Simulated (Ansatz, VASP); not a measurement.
# Two plane-wave programs on WC3

```
W C
1.0
     4.46287    0.00000    0.00000
    -2.23143    3.86496    0.00000
     0.00000    0.00000    4.28925
W C
2 6
Direct
  0.33333 0.66667 0.25000
  0.66667 0.33333 0.75000
  0.78188 0.56375 0.25000
  0.21812 0.78188 0.75000
  0.43625 0.21812 0.25000
  0.21812 0.43625 0.75000
  0.78188 0.21812 0.25000
  0.56375 0.78188 0.75000
```

Alike in both runs: functional PBE; k mesh 12 × 12 × 10; occupations gaussian, width 0.1 eV; no spin polarisation.

Ansatz relaxed the structure, and its values are those at the end. VASP's run is a single point on that final structure, the one shown.

|  | VASP | Ansatz |
| --- | --- | --- |
| version | VASP 6.6.1 | Ansatz 0.2.0 |
| potentials or method | VASP PAW PBE potentials, release 64 (W_sv, C) | scalar-relativistic, plane waves, PAW |
| plane-wave cutoff (eV) | 520 | 420 |
| valence electrons in the cell | 52 | 52 |

Ansatz gave:

```
gap on the k mesh at the Fermi level (eV) : none
pressure (GPa)                            : 0.0
rms of the force components (eV/Å)        : 0.000
```

Question: What did VASP give for the same quantities?

Answer: gap on the k mesh at the Fermi level (eV): none; pressure (GPa): 1.2; rms of the force components (eV/Å): 0.057.

A gap of «none» marks a metal or a gap that the smearing closes. With one functional, cell and mesh, what is left measures potentials, basis and numerics.

Spin-orbit coupling is left out, which matters for the levels of W.
